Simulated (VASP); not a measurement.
# Si (P6_3/mmc) in VASP: further runs

One crystal, Si, is run at these levels: PBE; tasks: single point.

Program: VASP 6.6.1. These are calculated values, not measurements. Logs are shortened: lines on timing, memory, paths and dates and some standing lists are left out, and cuts for length are marked.

### Step 1. The crystal as given

The structure is hexagonal, space group P6_3/mmc (No. 194). Conventional cell: a = 3.831 Å, b = 3.831 Å, c = 6.333 Å, α = 90.00°, β = 90.00°, γ = 120.00°. Around Si (site symmetry 3m) lie 4 Si at 2.35 to 2.37 Å.

This isn't the form of Si at room conditions, which is diamond.

### Step 2. Single point, PBE

INCAR reads:

```
ADDGRID  = False        
ALGO     = Normal         # electronic algorithm
EDIFF    = 1E-6           # SCF threshold, eV
ENCUT    = 650            # plane-wave cutoff, eV
GGA      = PE             # functional
ISIF     = 2              # what is computed and relaxed
ISMEAR   = 0              # smearing method
LASPH    = True           # aspherical terms in the spheres
LCHARG   = False          # write CHGCAR
LREAL    = False          # projectors in reciprocal space
LWAVE    = False          # write WAVECAR
NBANDS   = 16             # bands
NELM     = 100            # most SCF steps
PREC     = Accurate       # precision mode
SIGMA    = 0.05           # smearing width, eV
```

KPOINTS reads:

```
k-points
0
Gamma
  4 4 2
```

POSCAR reads:

```
Si
1.0
    3.8313174605      0.0000000000      0.0000000000
   -1.9156587303      3.3180182508      0.0000000000
    0.0000000000      0.0000000000      6.3326220002
Si
4
Direct
    0.6655130000      0.3227030000      0.9380340000
    0.3547120000      0.6831860000      0.4293900000
    0.6599490000      0.3251260000      0.5656880000
    0.3139780000      0.6447660000      0.0617650000
```

Potentials or basis: VASP PAW PBE potentials, release 64 (Si).

Command:

```bash
$ cat potpaw_PBE.64/Si/POTCAR > POTCAR
$ mpirun -np 1 vasp_std > vasp.out
```

OUTCAR:

```text
EDIFF = 1E-6
   ENCUT = 650
   GGA = PE
   ISIF = 2
   ISMEAR = 0
   LASPH = True
   LREAL = False
   NELM = 100
   PREC = Accurate

 Found     20 irreducible k-points:

 Following reciprocal coordinates:
            Coordinates               Weight
  0.000000  0.000000  0.000000      1.000000
  0.250000  0.000000  0.000000      2.000000
  0.000000  0.250000  0.000000      2.000000
 -0.250000  0.250000  0.000000      2.000000
  0.500000  0.000000  0.000000      1.000000
  0.000000  0.500000  0.000000      1.000000
   k-points           NKPTS =     20   k-points in BZ     NKDIM =     20   number of bands    NBANDS=     16
   number of dos      NEDOS =    301   number of ions     NIONS =      4
   total plane-waves  NPLWV =  55296
   dimension x,y,z NGX =    32 NGY =   32 NGZ =   54
   dimension x,y,z NGXF=    64 NGYF=   64 NGZF=  108
   ions per type =               4
   NGX,Y,Z   is equivalent  to a cutoff of  13.89, 13.89, 14.18 a.u.
   NGXF,Y,Z  is equivalent  to a cutoff of  27.77, 27.77, 28.35 a.u.
 SYSTEM =  unknown system
   PREC   = accura    normal or accurate (medium, high low for compatibility)
   ISTART =      0    job   : 0-new  1-cont  2-samecut
   ICHARG =      2    charge: 1-file 2-atom 10-const
   ISPIN  =      1    spin polarized calculation?
   LNONCOLLINEAR =      F non collinear calculations
   LSORBIT =      F    spin-orbit coupling
   LASPH  =      T    aspherical Exc in radial PAW
   ENCUT  =  650.0 eV  47.77 Ry    6.91 a.u.   7.96  7.96 13.16*2*pi/ulx,y,z
   NELM   =    100;   NELMIN=  2; NELMDL= -5     # of ELM steps
   EDIFF  = 0.1E-05   stopping-criterion for ELM
   LREAL  =      F    real-space projection
   EDIFFG = 0.1E-04   stopping-criterion for IOM
   NSW    =      0    number of steps for IOM
   IBRION =     -1    ionic relax: 0-MD 1-quasi-New 2-CG
   NFREE  =      0    steps in history (QN), initial steepest desc. (CG)
   ISIF   =      2    stress and relaxation
   ISYM   =      2    0-nonsym 1-usesym 2-fastsym
   POTIM  = 0.5000    time-step for ionic-motion
   TEBEG  =    0.0;   TEEND  =   0.0 temperature during run
   PSTRESS=    0.0 pullay stress
   NELECT =      16.0000    total number of electrons
   NUPDOWN=      -1.0000    fix difference up-down
   EMIN   =  10.00;   EMAX   =-10.00  energy-range for DOS
   EFERMI =   0.00;   METHOD = LEGACY
   ISMEAR =     0;   SIGMA  =   0.05  broadening in eV -4-tet -1-fermi 0-gaus
   EFERMI_NEDOS =   21; number of points for ismear=-14 and -15
   IALGO  =     38    algorithm
   IMIX   =      4    mixing-type and parameters
     AMIX     =   0.40;   BMIX     =  1.00
     AMIX_MAG =   1.60;   BMIX_MAG =  1.00
  volume/ion in A,a.u.               =      20.13       135.81
  Fermi-wavevector in a.u.,A,eV,Ry     =   0.955384  1.805414 12.418837  0.912759
  Thomas-Fermi vector in A             =   2.084217
   LORBIT       =      0    0 simple, 1 ext, 2 COOP (PROOUT), +10 PAW based schemes
   GGA     = PE    functional components
   LHFCALC =     F    Hartree Fock is set to
   AEXX    =    0.0000 exact exchange contribution
   IVDW    =     0    specifies the selected vdW correction
   LEPSILON=     F    determine dielectric tensor
   LRPA    =     F    only Hartree local field effects (RPA)
 non-spin polarized calculation
 Gauss-broadening in eV      SIGMA  =   0.05
  energy-cutoff  :      650.00
  volume of cell :       80.50
 maximum number of plane-waves:      3042
   NGX = 15   NGY = 15   NGZ = 27

 number of electron      16.0000000 magnetization

 Free energy of the ion-electron system (eV)
  ---------------------------------------------------
  ext. energy  EPLUGINS =         0.00000000
  ---------------------------------------------------
  free energy    TOTEN  =       -21.35394369 eV

  energy without entropy =      -21.35307429  energy(sigma->0) =      -21.35350899

 E-fermi :   6.3987     XC(G=0):  -9.3745

 val. band max:        6.3540177754   @ k =   0.0000   0.0000   0.0000
 cond. band min:       6.4517952211   @ k =   0.5000   0.5000   0.0000
 fundamental gap:      0.0977774457
 Fermi energy:         6.3986946614

 k-point     1 :       0.0000    0.0000    0.0000
  band No.  band energies     occupation
      1      -6.1572      2.00000
      2      -3.8161      2.00000
      3      -1.2736      2.00000
      4       4.4808      2.00000
      5       4.5397      2.00000
      6       5.4999      2.00000
[... 8 lines left out ...]
     15      10.3702      0.00000
     16      11.9111      0.00000

 k-point     2 :       0.2500    0.0000    0.0000
  band No.  band energies     occupation
      1      -5.4480      2.00000
      2      -3.0957      2.00000
      3      -1.0792      2.00000
      4       1.6156      2.00000
      5       3.0244      2.00000
      6       3.5961      2.00000
[... 8 lines left out ...]
     15      12.0001      0.00000
     16      12.6931      0.00000

 k-point     3 :       0.0000    0.2500    0.0000
  band No.  band energies     occupation
      1      -5.4428      2.00000
      2      -3.0828      2.00000
      3      -1.0942      2.00000
      4       1.6210      2.00000
      5       2.8605      2.00000
      6       3.6421      2.00000
[... 8 lines left out ...]
     15      12.0888      0.00000
     16      12.4995      0.00000

 k-point     4 :      -0.2500    0.2500    0.0000
  band No.  band energies     occupation
      1      -5.4481      2.00000
      2      -3.0882      2.00000
      3      -1.0863      2.00000
      4       1.6454      2.00000
      5       2.9002      2.00000
      6       3.6614      2.00000
[... 8 lines left out ...]
     15      12.0653      0.00000
     16      12.5761      0.00000

 k-point     5 :       0.5000    0.0000    0.0000
  band No.  band energies     occupation
      1      -4.0050      2.00000
      2      -2.4216      2.00000
      3      -1.5639      2.00000
      4       0.2052      2.00000
      5       1.3349      2.00000
      6       2.9892      2.00000
[... 8 lines left out ...]
     15      12.4871      0.00000
     16      14.2405      0.00000

 k-point     6 :       0.0000    0.5000    0.0000
  band No.  band energies     occupation
      1      -3.9536      2.00000
      2      -2.4974      2.00000
      3      -1.4581      2.00000
      4       0.0295      2.00000
      5       1.3536      2.00000
      6       2.9236      2.00000
[... 8 lines left out ...]
     15      12.3611      0.00000
     16      14.2065      0.00000

 [... further k-points ...]

------------------------ aborting loop because EDIFF is reached ----------------------------------------

  FORCE on cell =-STRESS in cart. coord.  units (eV):
  Direction    XX          YY          ZZ          XY          YZ          ZX
  --------------------------------------------------------------------------------------
  -------------------------------------------------------------------------------------
  Total        0.7268423      1.2927940      0.9567573      0.0557562      0.8976734      0.7273954
  in kB       14.4657282     25.7293861     19.0415324      1.1096680     17.8656353     14.4767366
  external PRESSURE =      19.7455489 kB  Pullay stress =       0.0000000 kB

 VOLUME and BASIS-vectors are now :
 -----------------------------------------------------------------------------
  energy-cutoff  :      650.00
  volume of cell :       80.50
      direct lattice vectors                 reciprocal lattice vectors
     3.831317461  0.000000000  0.000000000     0.261006823  0.150692360  0.000000000
    -1.915658730  3.318018251  0.000000000     0.000000000  0.301384720  0.000000000
     0.000000000  0.000000000  6.332622000     0.000000000  0.000000000  0.157912473

 POSITION                                       TOTAL-FORCE (eV/Angst)
 -----------------------------------------------------------------------------------
      1.93160      1.07073      5.94021        -0.709073     -0.530016     -0.042733
      0.05026      2.26682      2.71916        -0.601890     -1.029051      0.733794
      1.90564      1.07877      3.58229         0.592171      0.994512     -0.481721
     -0.03220      2.13935      0.39113         0.718792      0.564555     -0.209340
 -----------------------------------------------------------------------------------
    total drift:                                0.000000      0.000001     -0.000023

  FREE ENERGIE OF THE ION-ELECTRON SYSTEM (eV)
  ---------------------------------------------------
  free  energy   TOTEN  =       -21.3539436930 eV

  energy  without entropy=      -21.3530742893  energy(sigma->0) =      -21.35350899
```

It took 17 s on 1 thread of Intel Xeon Platinum 8488C (Sapphire Rapids), shared host; peak memory 0.22 GiB.

These settings aren't checked as converged: the numbers below hold their error.

What came out:

```
Free energy            : -21.3539 eV
Pressure               : 2.0 GPa
Largest force          : 1.400 eV/Å
Band gap on the k mesh : 0.10 eV, indirect (least direct gap 0.75 eV)
```

Caveat: the k mesh is coarse (spacing up to 0.50 Å⁻¹), so the values aren't converged.

### Step 3. Single point, PBE

INCAR, as its differences from that of step 2:

```diff
@@ -3,3 +3,3 @@
 EDIFF    = 1E-6           # SCF threshold, eV
-ENCUT    = 650            # plane-wave cutoff, eV
+ENCUT    = 400            # plane-wave cutoff, eV
 GGA      = PE             # functional
```

KPOINTS reads:

```
k-points
0
Gamma
  5 5 3
```

POSCAR reads:

```
Si
1.0
    3.8313174605      0.0000000000      0.0000000000
   -1.9156587303      3.3180182508      0.0000000000
    0.0000000000      0.0000000000      6.3326220002
Si
4
Direct
    0.6666666667      0.3333333333      0.9369905000
    0.3333333333      0.6666666667      0.4369905000
    0.6666666667      0.3333333333      0.5630095000
    0.3333333333      0.6666666667      0.0630095000
```

Potentials or basis: VASP PAW PBE potentials, release 64 (Si).

Command:

```bash
$ cat potpaw_PBE.64/Si/POTCAR > POTCAR
$ mpirun -np 1 vasp_std > vasp.out
```

Wall time 6.3 s (1 thread of Intel Xeon Platinum 8488C (Sapphire Rapids), shared host); peak memory 0.16 GiB.

These settings aren't checked as converged: the numbers below hold their error.

Results:

```
Free energy            : -21.5689 eV
Pressure               : 1.5 GPa
Largest force          : 0.021 eV/Å
Band gap on the k mesh : 0.53 eV, indirect (least direct gap 1.03 eV)
```

Caveat: an odd mesh through Γ misses points on the zone boundary, where band edges often lie.

### Step 4. Single point, PBE

INCAR is that of step 3.

KPOINTS is that of step 3.

POSCAR reads:

```
Si
1.0
    3.8313174605      0.0000000000      0.0000000000
   -1.9156587303      3.3180182508      0.0000000000
    0.0000000000      0.0000000000      6.3326220002
Si
4
Direct
    0.6655130000      0.3227030000      0.9380340000
    0.3547120000      0.6831860000      0.4293900000
    0.6599490000      0.3251260000      0.5656880000
    0.3139780000      0.6447660000      0.0617650000
```

Command:

```bash
$ cat potpaw_PBE.64/Si/POTCAR > POTCAR
$ mpirun -np 1 vasp_std > vasp.out
```

Run time: 18 s. Hardware: 1 thread of Intel Xeon Platinum 8488C (Sapphire Rapids), shared host; peak memory 0.17 GiB.

These settings aren't checked as converged: the numbers below hold their error.

What came out:

| Quantity | Value |
| --- | --- |
| Free energy | -21.4567 eV |
| Pressure | 1.7 GPa |
| Largest force | 1.382 eV/Å |
| Band gap on the k mesh | 0.22 eV, indirect (least direct gap 0.75 eV) |

Caveat: an odd mesh through Γ misses points on the zone boundary, where band edges often lie.

### Step 5. Single point, PBE

INCAR, as its differences from that of step 4:

```diff
@@ -3,3 +3,3 @@
 EDIFF    = 1E-6           # SCF threshold, eV
-ENCUT    = 400            # plane-wave cutoff, eV
+ENCUT    = 220            # plane-wave cutoff, eV
 GGA      = PE             # functional
```

KPOINTS reads:

```
k-points
0
Gamma
  7 7 4
```

POSCAR reads:

```
Si
1.0
    3.8313174605      0.0000000000      0.0000000000
   -1.9156587303      3.3180182508      0.0000000000
    0.0000000000      0.0000000000      6.3326220002
Si
4
Direct
    0.6666666667      0.3333333333      0.9369905000
    0.3333333333      0.6666666667      0.4369905000
    0.6666666667      0.3333333333      0.5630095000
    0.3333333333      0.6666666667      0.0630095000
```

Potentials or basis: VASP PAW PBE potentials, release 64 (Si).

Command:

```bash
$ cat potpaw_PBE.64/Si/POTCAR > POTCAR
$ mpirun -np 1 vasp_std > vasp.out
```

OUTCAR:

```text
EDIFF = 1E-6
   ENCUT = 220
   GGA = PE
   ISIF = 2
   ISMEAR = 0
   LASPH = True
   LREAL = False
   NELM = 100
   PREC = Accurate

 Found     24 irreducible k-points:

 Following reciprocal coordinates:
            Coordinates               Weight
  0.000000  0.000000  0.000000      1.000000
  0.142857  0.000000  0.000000      6.000000
  0.285714  0.000000  0.000000      6.000000
  0.428571 -0.000000  0.000000      6.000000
  0.142857  0.142857  0.000000      6.000000
  0.285714  0.142857  0.000000     12.000000
   k-points           NKPTS =     24   k-points in BZ     NKDIM =     24   number of bands    NBANDS=     16
   number of dos      NEDOS =    301   number of ions     NIONS =      4
   total plane-waves  NPLWV =  12800
   dimension x,y,z NGX =    20 NGY =   20 NGZ =   32
   dimension x,y,z NGXF=    40 NGYF=   40 NGZF=   64
   ions per type =               4
   NGX,Y,Z   is equivalent  to a cutoff of   8.68,  8.68,  8.40 a.u.
   NGXF,Y,Z  is equivalent  to a cutoff of  17.36, 17.36, 16.80 a.u.
 SYSTEM =  unknown system
   PREC   = accura    normal or accurate (medium, high low for compatibility)
   ISTART =      0    job   : 0-new  1-cont  2-samecut
[... 61 lines left out ...]
 fundamental gap:      0.4832044511
 Fermi energy:         6.2886209586

 k-point     1 :       0.0000    0.0000    0.0000
  band No.  band energies     occupation
      1      -6.1618      2.00000
      2      -3.8761      2.00000
      3      -1.1823      2.00000
      4       4.5196      2.00000
      5       4.5196      2.00000
      6       5.6936      2.00000
[... 91 lines left out ...]
      3      -1.5548      2.00000
      4       1.2500      2.00000
      5       1.2764      2.00000
      6       2.2291      2.00000
[... 8 lines left out ...]
     15      12.7187      0.00000
     16      12.8961      0.00000

 [... further k-points ...]

------------------------ aborting loop because EDIFF is reached ----------------------------------------

  FORCE on cell =-STRESS in cart. coord.  units (eV):
  Direction    XX          YY          ZZ          XY          YZ          ZX
  --------------------------------------------------------------------------------------
  -------------------------------------------------------------------------------------
  Total        0.6156235      0.6156235      0.5715488     -0.0000000      0.0000000      0.0000000
  in kB       12.2522341     12.2522341     11.3750536     -0.0000000      0.0000000      0.0000000
  external PRESSURE =      11.9598406 kB  Pullay stress =       0.0000000 kB

 VOLUME and BASIS-vectors are now :
 -----------------------------------------------------------------------------
  energy-cutoff  :      220.00
  volume of cell :       80.50
      direct lattice vectors                 reciprocal lattice vectors
     3.831317461  0.000000000  0.000000000     0.261006823  0.150692360  0.000000000
    -1.915658730  3.318018251  0.000000000     0.000000000  0.301384720  0.000000000
     0.000000000  0.000000000  6.332622000     0.000000000  0.000000000  0.157912473

 POSITION                                       TOTAL-FORCE (eV/Angst)
 -----------------------------------------------------------------------------------
      1.91566      1.10601      5.93361         0.000000      0.000000      0.008302
     -0.00000      2.21201      2.76730        -0.000000     -0.000000      0.008302
      1.91566      1.10601      3.56533         0.000000      0.000000     -0.008302
     -0.00000      2.21201      0.39902        -0.000000     -0.000000     -0.008302
 -----------------------------------------------------------------------------------
    total drift:                                0.000000     -0.000000      0.000000

  FREE ENERGIE OF THE ION-ELECTRON SYSTEM (eV)
  ---------------------------------------------------
  free  energy   TOTEN  =       -21.5728526241 eV

  energy  without entropy=      -21.5728526241  energy(sigma->0) =      -21.57285262
```

It took 5.6 s on 1 thread of Intel Xeon Platinum 8488C (Sapphire Rapids), shared host; peak memory 0.12 GiB.

The run converged, but a check on its numbers failed (symmetry, net force, bounds or a known fault of this set-up), so they aren't taken as properties of the crystal.

Caveat: the cutoff lies under the usual one of these potentials, so the numbers hold a large basis-set error; an odd mesh through Γ misses points on the zone boundary, where band edges often lie.

### Step 6. The reference run

An earlier run on the cell as given: functional PBE; potentials or basis VASP PAW PBE potentials, release 64 (Si); cutoff 520 eV; k mesh 8 × 8 × 4; occupations fermi-dirac, width 0.05 eV; no spin polarisation.

* Pressure: 1.4 GPa
* Largest force: 0.008 eV/Å
* Band gap on the k mesh: 0.42 eV, indirect (least direct gap 1.03 eV)
